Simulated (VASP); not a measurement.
# ZnSe (F-43m) in VASP: single point with HSE06

Aim: the single point of ZnSe with HSE06.

Everything below comes from runs of VASP 6.6.1. Logs are shortened: lines on timing, memory, paths and dates and some standing lists are left out, and cuts for length are marked.

**Experimental background.**

From “Alloy Disordering Effects on the Thermal Conductivity and Energy Gap Temperature Dependence of Cd1−xZnxSe Ternary Crystals Grown by the Bridgman Method”, 2023, pmc:10253836, for a bulk crystal of ZnSe at 300 K: band gap 2.695 ± 0.003 eV (an exciton energy, a little under the gap).

How close the calculation comes is told below.

### 1 Starting point

Symmetry: F-43m, No. 216, cubic system. The conventional cell has a = 5.640 Å, b = 5.640 Å, c = 5.640 Å, α = 90.00°, β = 90.00°, γ = 90.00°. Zn (site symmetry -43m) is surrounded by 4 Se at 2.44 Å. Se (site symmetry -43m) has 4 Zn at 2.44 Å as nearest neighbours.

The cell is a database's computed one.

### 2 Single point, HSE06

File POSCAR:

```
ZnSe
1.0
    0.0000000000      2.8202400000      2.8202400000
    2.8202400000      0.0000000000      2.8202400000
    2.8202400000      2.8202400000      0.0000000000
Zn Se
1 1
Direct
    0.0000000000      0.0000000000      0.0000000000
    0.2500000000      0.2500000000      0.2500000000
```

File INCAR.step1:

```
  PREC = Accurate
  ENCUT = 520
  EDIFF = 1E-5
  ISMEAR = 0
  SIGMA = 0.02
  LREAL = F
  LASPH = T
  NELM = 80
  ALGO = Normal
  ISIF = 2
  LWAVE = T
  LCHARG = F
  NBANDS = 16
  GGA = PE
```

File INCAR.step2:

```
  PREC = Accurate
  ENCUT = 520
  EDIFF = 1E-6
  ISMEAR = 0
  SIGMA = 0.02
  LREAL = F
  LASPH = T
  NELM = 80
  ALGO = Normal
  ISIF = 2
  LWAVE = F
  LCHARG = F
  GGA = PE
  LHFCALC = T
  HFSCREEN = 0.2
  PRECFOCK = Fast
  NBANDS = 16
  ISTART = 1
```

File KPOINTS:

```
Automatic mesh
0
Gamma
  6 6 6
```

Potentials or basis: VASP PAW PBE potentials, release 64 (Zn, Se).

Started as:

```sh
> cat potpaw_PBE.64/Zn/POTCAR potpaw_PBE.64/Se/POTCAR > POTCAR
> cp INCAR.step1 INCAR
> mpirun -np 1 vasp_std > vasp.out
> cp INCAR.step2 INCAR
> mpirun -np 1 vasp_std > vasp.out
```

OUTCAR:

```text
PREC = Accurate
   ENCUT = 520
   EDIFF = 1E-6
   ISMEAR = 0
   LREAL = F
   LASPH = T
   NELM = 80
   ISIF = 2
   GGA = PE
   LHFCALC = T
   HFSCREEN = 0.2
   PRECFOCK = Fast
   ISTART = 1

 ion  position               nearest neighbor table
   1  0.000  0.000  0.000-   2 2.44   2 2.44   2 2.44   2 2.44
   2  0.250  0.250  0.250-   1 2.44   1 2.44   1 2.44   1 2.44

  LATTYP: Found a face centered cubic cell.
 ALAT       =     5.6404800000

  Lattice vectors:

 A1 = (   0.0000000000,   2.8202400000,   2.8202400000)
 A2 = (   2.8202400000,   0.0000000000,   2.8202400000)
 A3 = (   2.8202400000,   2.8202400000,   0.0000000000)

Analysis of symmetry for initial positions (statically):
=====================================================================
 Subroutine PRICEL returns:
 Original cell was already a primitive cell.

 Routine SETGRP: Setting up the symmetry group for a
 face centered cubic supercell.

 Subroutine GETGRP returns: Found 24 space group operations
 (whereof 24 operations were pure point group operations)
 out of a pool of 48 trial point group operations.

The static configuration has the point symmetry T_d .

Analysis of symmetry for dynamics (positions and initial velocities):
=====================================================================
 Subroutine PRICEL returns:
 Original cell was already a primitive cell.

 Routine SETGRP: Setting up the symmetry group for a
 face centered cubic supercell.

 Subroutine GETGRP returns: Found 24 space group operations
 (whereof 24 operations were pure point group operations)
 out of a pool of 48 trial point group operations.

The dynamic configuration has the point symmetry T_d .

 Subroutine INISYM returns: Found 24 space group operations
 (whereof 24 operations are pure point group operations),
 and found     1 'primitive' translations

----------------------------------------------------------------------------------------

                                     Primitive cell

  volume of cell :      44.8630

  direct lattice vectors                    reciprocal lattice vectors
     0.000000000  2.820240000  2.820240000    -0.177289876  0.177289876  0.177289876
     2.820240000  0.000000000  2.820240000     0.177289876 -0.177289876  0.177289876
     2.820240000  2.820240000  0.000000000     0.177289876  0.177289876 -0.177289876

  length of vectors
     3.988421657  3.988421657  3.988421657     0.307075073  0.307075073  0.307075073

  position of ions in fractional coordinates (direct lattice)
     0.000000000  0.000000000  0.000000000
     0.250000000  0.250000000  0.250000000

  ion indices of the primitive-cell ions
   primitive index   ion index
                 1           1
                 2           2

----------------------------------------------------------------------------------------

 KPOINTS: Automatic mesh

Automatic generation of k-mesh.
 Grid dimensions read from file:
 generate k-points for:    6    6    6

 Generating k-lattice:

  Cartesian coordinates                     Fractional coordinates (reciprocal lattice)
    -0.029548313  0.029548313  0.029548313     0.166666667  0.000000000  0.000000000
     0.029548313 -0.029548313  0.029548313     0.000000000  0.166666667  0.000000000
     0.029548313  0.029548313 -0.029548313     0.000000000  0.000000000  0.166666667

  Length of vectors
     0.051179179  0.051179179  0.051179179

  Shift w.r.t. Gamma in fractional coordinates (k-lattice)
     0.000000000  0.000000000  0.000000000

 Subroutine IBZKPT returns following result:
 ===========================================

 Found     16 irreducible k-points:

 Following reciprocal coordinates:
            Coordinates               Weight
  0.000000  0.000000  0.000000      1.000000
  0.166667  0.000000  0.000000      8.000000
  0.333333  0.000000  0.000000      8.000000
  0.500000  0.000000  0.000000      4.000000
  0.166667  0.166667  0.000000      6.000000
  0.333333  0.166667  0.000000     24.000000
[... 8 lines left out ...]
 -0.333333  0.333333  0.166667     24.000000
 -0.333333  0.500000  0.166667     12.000000
   k-points           NKPTS =     16   k-points in BZ     NKDIM =    216   number of bands    NBANDS=     16
   number of dos      NEDOS =    301   number of ions     NIONS =      2
   total plane-waves  NPLWV =  27000
   dimension x,y,z NGX =    30 NGY =   30 NGZ =   30
   dimension x,y,z NGXF=    60 NGYF=   60 NGZF=   60
   ions per type =               1   1
   NGX,Y,Z   is equivalent  to a cutoff of  12.50, 12.50, 12.50 a.u.
   NGXF,Y,Z  is equivalent  to a cutoff of  25.01, 25.01, 25.01 a.u.
 SYSTEM =  unknown system
   PREC   = accura    normal or accurate (medium, high low for compatibility)
   ISTART =      1    job   : 0-new  1-cont  2-samecut
   ICHARG =      0    charge: 1-file 2-atom 10-const
   ISPIN  =      1    spin polarized calculation?
   LNONCOLLINEAR =      F non collinear calculations
   LSORBIT =      F    spin-orbit coupling
   LASPH  =      T    aspherical Exc in radial PAW
   ENCUT  =  520.0 eV  38.22 Ry    6.18 a.u.   7.42  7.42  7.42*2*pi/ulx,y,z
   NELM   =     80;   NELMIN=  2; NELMDL=  0     # of ELM steps
   EDIFF  = 0.1E-05   stopping-criterion for ELM
   LREAL  =      F    real-space projection
   EDIFFG = 0.1E-04   stopping-criterion for IOM
   NSW    =      0    number of steps for IOM
   IBRION =     -1    ionic relax: 0-MD 1-quasi-New 2-CG
   NFREE  =      0    steps in history (QN), initial steepest desc. (CG)
   ISIF   =      2    stress and relaxation
   ISYM   =      3    0-nonsym 1-usesym 2-fastsym
   POTIM  = 0.5000    time-step for ionic-motion
   TEBEG  =    0.0;   TEEND  =   0.0 temperature during run
   PSTRESS=    0.0 pullay stress
   NELECT =      18.0000    total number of electrons
   NUPDOWN=      -1.0000    fix difference up-down
   EMIN   =  10.00;   EMAX   =-10.00  energy-range for DOS
   EFERMI =   0.00;   METHOD = LEGACY
   ISMEAR =     0;   SIGMA  =   0.02  broadening in eV -4-tet -1-fermi 0-gaus
   EFERMI_NEDOS =   21; number of points for ismear=-14 and -15
   IALGO  =     38    algorithm
   IMIX   =      1    mixing-type and parameters
     AMIX     =   0.40;   BMIX     =  1.00
     AMIX_MAG =   1.60;   BMIX_MAG =  1.00
  volume/ion in A,a.u.               =      22.43       151.38
  Fermi-wavevector in a.u.,A,eV,Ry     =   1.207451  2.281752 19.836457  1.457938
  Thomas-Fermi vector in A             =   2.343089
   LORBIT       =      0    0 simple, 1 ext, 2 COOP (PROOUT), +10 PAW based schemes
   GGA     = PE    functional components
   LHFCALC =     T    Hartree Fock is set to
   PRECFOCK=fast      Normal, Fast or Accurate (Low or Medium for compatibility)
   ENCUT4O =  -1.0   cutoff for four orbital integrals eV
   NKREDX  =     1    reduce k-point grid by
   NKREDY  =     1    reduce k-point grid by
   NKREDZ  =     1    reduce k-point grid by
   AEXX    =    0.2500 exact exchange contribution
   HFSCREEN=    0.2000 screening length (either q_TF or 0.3 A-1)
   HFSCREENC=   0.2000 screening length for correlation (either q_TF or 0.3 A-1)
   ENCUTFOCK=  -1.0 apply spherical cutoff to Coloumb kernel
   IVDW    =     0    specifies the selected vdW correction
   LEPSILON=     F    determine dielectric tensor
   LRPA    =     F    only Hartree local field effects (RPA)
 non-spin polarized calculation
 Gauss-broadening in eV      SIGMA  =   0.02
  energy-cutoff  :      520.00
  volume of cell :       44.86
 maximum number of plane-waves:      1243
 NGX is ok and might be reduce to    30
  NGX = 18; NGY = 18; NGZ = 18

 number of electron      18.0000001 magnetization

 Free energy of the ion-electron system (eV)
  ---------------------------------------------------
  ext. energy  EPLUGINS =         0.00000000
  ---------------------------------------------------
  free energy    TOTEN  =        -7.43818786 eV

  energy without entropy =       -7.43818786  energy(sigma->0) =       -7.43818786

 E-fermi :   1.1680     XC(G=0):  -7.7752

 val. band max:        1.0724186143   @ k =   0.0000   0.0000   0.0000
 cond. band min:       3.5607315322   @ k =   0.0000   0.0000   0.0000
 fundamental gap:      2.4883129179
 Fermi energy:         1.1680346212

 k-point     1 :       0.0000    0.0000    0.0000
  band No.  band energies     occupation
      1     -13.4088      2.00000
      2      -7.1545      2.00000
      3      -7.1545      2.00000
      4      -7.1545      2.00000
      5      -6.8128      2.00000
      6      -6.8128      2.00000
[... 8 lines left out ...]
     15      13.8296      0.00000
     16      13.8296      0.00000

 k-point     2 :       0.1667    0.0000    0.0000
  band No.  band energies     occupation
      1     -13.2121      2.00000
      2      -7.1294      2.00000
      3      -7.1294      2.00000
      4      -7.1151      2.00000
      5      -6.8145      2.00000
      6      -6.8145      2.00000
[... 8 lines left out ...]
     15      12.7423      0.00000
     16      13.4629      0.00000

 k-point     3 :       0.3333    0.0000    0.0000
  band No.  band energies     occupation
      1     -12.7722      2.00000
      2      -7.0869      2.00000
      3      -7.0869      2.00000
      4      -6.9113      2.00000
      5      -6.8081      2.00000
      6      -6.8080      2.00000
[... 8 lines left out ...]
     15      13.4243      0.00000
     16      13.4243      0.00000

 k-point     4 :       0.5000    0.0000    0.0000
  band No.  band energies     occupation
      1     -12.5225      2.00000
      2      -7.0711      2.00000
      3      -7.0711      2.00000
      4      -6.7981      2.00000
      5      -6.7981      2.00000
      6      -6.6217      2.00000
[... 8 lines left out ...]
     15      15.6734      0.00000
     16      15.6734      0.00000
[... 172 lines left out ...]
 k-point    14 :       0.5000    0.3333    0.1667
  band No.  band energies     occupation
      1     -12.4688      2.00000
      2      -7.0381      2.00000
      3      -7.0231      2.00000
      4      -6.9023      2.00000
      5      -6.7968      2.00000
      6      -6.6965      2.00000
[... 8 lines left out ...]
     15      15.4922      0.00000
     16      17.0002      0.00000

 k-point    15 :      -0.3333    0.3333    0.1667
  band No.  band energies     occupation
      1     -12.2996      2.00000
      2      -7.0302      2.00000
      3      -6.9979      2.00000
      4      -6.8493      2.00000
      5      -6.8130      2.00000
      6      -6.5139      2.00000
[... 8 lines left out ...]
     15      15.6008      0.00000
     16      16.7007      0.00000

 k-point    16 :      -0.3333    0.5000    0.1667
  band No.  band energies     occupation
      1     -12.2212      2.00000
      2      -7.0195      2.00000
      3      -6.9640      2.00000
      4      -6.8817      2.00000
      5      -6.7977      2.00000
      6      -6.4872      2.00000
[... 8 lines left out ...]
     15      16.4356      0.00000
     16      16.7247      0.00000

------------------------ aborting loop because EDIFF is reached ----------------------------------------

  FORCE on cell =-STRESS in cart. coord.  units (eV):
  Direction    XX          YY          ZZ          XY          YZ          ZX
  --------------------------------------------------------------------------------------
  -------------------------------------------------------------------------------------
  Total        0.5979582      0.5979582      0.5979582     -0.0000000      0.0000000      0.0000000
  in kB       21.3546876     21.3546876     21.3546876     -0.0000000      0.0000000      0.0000000
  external PRESSURE =      21.3546876 kB  Pullay stress =       0.0000000 kB

 VOLUME and BASIS-vectors are now :
 -----------------------------------------------------------------------------
  energy-cutoff  :      520.00
  volume of cell :       44.86
      direct lattice vectors                 reciprocal lattice vectors
     0.000000000  2.820240000  2.820240000    -0.177289876  0.177289876  0.177289876
     2.820240000  0.000000000  2.820240000     0.177289876 -0.177289876  0.177289876
     2.820240000  2.820240000  0.000000000     0.177289876  0.177289876 -0.177289876

 POSITION                                       TOTAL-FORCE (eV/Angst)
 -----------------------------------------------------------------------------------
      0.00000      0.00000      0.00000         0.000000      0.000000      0.000000
      1.41012      1.41012      1.41012        -0.000000     -0.000000     -0.000000
 -----------------------------------------------------------------------------------
    total drift:                                0.000111      0.000088      0.000069

  FREE ENERGIE OF THE ION-ELECTRON SYSTEM (eV)
  ---------------------------------------------------
  free  energy   TOTEN  =        -7.4381878614 eV

  energy  without entropy=       -7.4381878614  energy(sigma->0) =       -7.43818786
```

Run time: 19 min. Hardware: 1 thread of Intel Xeon Platinum 8488C (Sapphire Rapids), shared host; peak memory 0.29 GiB.

What came out:

| Item | Value |
| --- | --- |
| Free energy | -7.4382 eV |
| Pressure | 2.1 GPa |
| Band gap on the k mesh | 2.49 eV, direct |

Levels at points of the mesh, in eV from the valence-band top:
| k point | band 6 | band 7 | band 8 | band 9 | band 10 | band 11 | band 12 | band 13 |
| --- | --- | --- | --- | --- | --- | --- | --- | --- |
| (0.00, 0.00, 0.00) | -7.89 | 0.00 | 0.00 | 0.00 | 2.49 | 6.96 | 6.96 | 6.96 |
| (0.50, 0.00, 0.00) | -7.69 | -5.64 | -0.94 | -0.94 | 3.70 | 7.51 | 7.51 | 9.80 |
| (0.50, 0.50, 0.00) | -7.65 | -5.21 | -2.37 | -2.37 | 3.84 | 4.52 | 12.31 | 12.94 |

Caveat: the PAW data sets were made with another functional, which shifts forces and pressure a little.

### 3 How close it comes

Step 2. Against the measured gap of ZnSe, 2.695 eV (an exciton energy, a little under the gap; 300 K; “Alloy Disordering Effects on the Thermal Conductivity and Energy Gap Temperature Dependence of Cd1−xZnxSe Ternary Crystals Grown by the Bridgman Method”, 2023, pmc:10253836), the calculated 2.49 eV is off by -0.21 eV. Spin-orbit coupling on Se is left out. The value is that of HSE06, without temperature or zero-point motion. The cell is a database's relaxed one, not the measured one, which moves gaps too.
